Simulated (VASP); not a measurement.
Crystal: HfO2.

```
Hf O
1.0
     5.11800    0.00000    0.00000
     0.00000    5.18570    0.00000
    -0.85866    0.00000    5.21387
Hf O
4 8
Direct
  0.27550 0.46030 0.70800
  0.72450 0.96030 0.79200
  0.72450 0.53970 0.29200
  0.27550 0.03970 0.20800
  0.07420 0.16840 0.84670
  0.92580 0.66840 0.65330
  0.92580 0.83160 0.15330
  0.07420 0.33160 0.34670
  0.44870 0.74190 0.98010
  0.55130 0.24190 0.51990
  0.55130 0.25810 0.01990
  0.44870 0.75810 0.48010
```

* Program: VASP 6.6.1
* Task: relaxation of cell and atoms
* Functional: PBE
* Dispersion: D3
* Potentials or basis: VASP PAW PBE potentials, release 64 (Hf_pv, O)
* Cutoff: 600 eV
* k mesh: 5 × 5 × 5
* Occupations: fermi-dirac, width 0.05 eV
* Spin: no spin polarisation

At the start: pressure -0.4 GPa; volume 11.53 Å³/atom.

Question: How do energy, volume and symmetry change on relaxing?

Answer: Over 12 steps the energy falls by 2.9 meV/atom and the volume is 11.50 Å³/atom (-0.3 %); space group P2_1/c (No. 14, to 0.05 Å).

The path:
| step | energy change (eV) | largest force (eV/Å) | pressure (GPa) | volume (Å³) |
| --- | --- | --- | --- | --- |
| 1 | 0.0000 | 0.4668 | -0.37 | 138.38 |
| 2 | -0.0242 | 0.2715 | 0.12 | 137.85 |
| 3 | -0.0248 | 0.2259 | 0.05 | 137.92 |
| 4 | -0.0310 | 0.1458 | 0.32 | 137.86 |
| 5 | -0.0310 | 0.1291 | 0.30 | 137.87 |
| 6 | -0.0337 | 0.0297 | -0.44 | 138.26 |
| 7 | -0.0337 | 0.0290 | -0.43 | 138.24 |
| 8 | -0.0341 | 0.0268 | 0.36 | 137.82 |
| 9 | -0.0343 | 0.0153 | 0.03 | 137.99 |
| 10 | -0.0344 | 0.0076 | 0.01 | 138.01 |
| 11 | -0.0344 | 0.0081 | 0.01 | 138.01 |
| 12 | -0.0344 | 0.0050 | -0.02 | 138.03 |

Final structure:
```cif
data_structure
_symmetry_space_group_name_H-M 'P 1'
_symmetry_Int_Tables_number 1
_cell_length_a 5.1127
_cell_length_b 5.1763
_cell_length_c 5.2922
_cell_angle_alpha 90.000
_cell_angle_beta 99.761
_cell_angle_gamma 90.000
_cell_volume 138.03
loop_
_atom_site_label
_atom_site_type_symbol
_atom_site_fract_x
_atom_site_fract_y
_atom_site_fract_z
_atom_site_occupancy
Hf1 Hf 0.27676 0.45672 0.70740 1
Hf2 Hf 0.72324 0.95672 0.79260 1
Hf3 Hf 0.72324 0.54328 0.29260 1
Hf4 Hf 0.27676 0.04328 0.20740 1
O1 O 0.06888 0.16713 0.84410 1
O2 O 0.93112 0.66713 0.65590 1
O3 O 0.93112 0.83287 0.15590 1
O4 O 0.06888 0.33287 0.34410 1
O5 O 0.44716 0.74218 0.97911 1
O6 O 0.55284 0.24218 0.52089 1
O7 O 0.55284 0.25782 0.02089 1
O8 O 0.44716 0.75782 0.47911 1
```
